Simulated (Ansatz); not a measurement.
**MnO in Ansatz: the effect of Hubbard term**

Crystal: MnO.

```xyz
2
Lattice="0.0000 2.2239 2.2239 2.2239 0.0000 2.2239 2.2239 2.2239 0.0000" Properties=species:S:1:pos:R:3 pbc="T T T"
Mn    0.0000    0.0000    0.0000
O     2.2239    2.2239    2.2239
```

The cell is a database's computed one.

Alike in all runs:

```yaml
Program: Ansatz 0.2.0
Task: density of states
Functional: PBEsol
Potentials_or_basis: all-electron LAPW, scalar-relativistic
Cutoff: 324 eV (chosen from the basis error)
Basis_error_allowed: 0.001 eV/atom
k_mesh: 10 × 10 × 10
Occupations: fermi-dirac, width 0.05 eV
Spin: collinear spin, ferromagnetic start
Starting_moments: "[4.0, 0.0] μB"
```

| Hubbard term | gap on the mesh (eV) | pressure (GPa) |
| --- | --- | --- |
| none | none | -7.1 |
| Mn d U = 2 eV | none | 0.4 |
| Mn d U = 4 eV | none | 2.8 |
| Mn d U = 6 eV | ? | ? |
| Mn d U = 8 eV | 0.54 | 7.4 |

Problem. What does the run with Hubbard term Mn d U = 6 eV give?

Solution. gap on the mesh 0.32 eV; pressure 5.2 GPa.

Worked out: A parabola through the other rows of the pressure, of slope 0.91 GPa per eV there, gives 6.3 GPa, against the run's 5.2.

Caveats: a cell with one magnetic atom can't hold antiferromagnetic order, which such compounds often take; the magnetic state may not be the lowest (some runs); U is the effective U less J, on atomic orbitals that reach past the spheres (some runs); semilocal functionals often make such compounds metallic where correlation or magnetic order opens a gap, which also shifts bond lengths (some runs).

A k mesh can miss the band edges.

A gap of «none» marks a metal or a gap under the smearing width.
